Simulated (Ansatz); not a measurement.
The elements of this relaxed trial crystal are hidden behind letters.

```
lattice vectors (Å)
   1.9217   -1.9265    0.0000
   1.9217    1.9265    0.0000
  -1.0948    0.0000    8.5332
fractional positions
X 0.0000 0.5000 0.5000
X 0.5000 0.0000 0.0000
X 0.9471 0.0529 0.7500
X 0.0529 0.9471 0.2500
Z 0.0783 0.4821 0.3485
Z 0.5179 0.9217 0.1515
Z 0.9217 0.5179 0.6515
Z 0.4821 0.0783 0.8485
```

Level of theory: DFT PBE, scalar-relativistic, plane waves, PAW (Ansatz). Plane waves to 420 eV, a 10×10×4 mesh through Γ for the 8-atom cell and 0.02 eV Gaussian smearing; no spin polarisation.

* Space group: C2/c (No. 15)
* Conventional cell: a = 3.843 Å, b = 3.853 Å, c = 8.603 Å, β = 97.3°
* Volume per atom: 7.90 Å³
* Density: 2.61 g/cm³
* Energy over the elements: −0.406 eV/atom
* Gap on the 10×10×4 mesh of the 8-atom cell: 0.73 eV

Energies are uncorrected and count from the elements' standard states at the same level.

Question: X is a p-block element of period 2 and Z is a p-block element of period 2. Which elements are they?

Answer: X = B, Z = N, so the formula is BN. Density times volume gives a mean mass of 2.61 × 7.90/1.6605 = 12.4 u per atom, and this set has 12.4 u. Around B on a site of symmetry -1 lie 2 N at 1.34 Å; B on a site of symmetry 2 is surrounded by 4 N at 1.58–1.62 Å; around N lie 1 B at 1.34 Å and 2 B at 1.58–1.62 Å. Swapping B and N leaves the mass as it is, so only the distances can place them.

Kohn–Sham gaps at this level usually fall short of measured ones. A structure relaxed within its symmetry needn't be a true minimum.
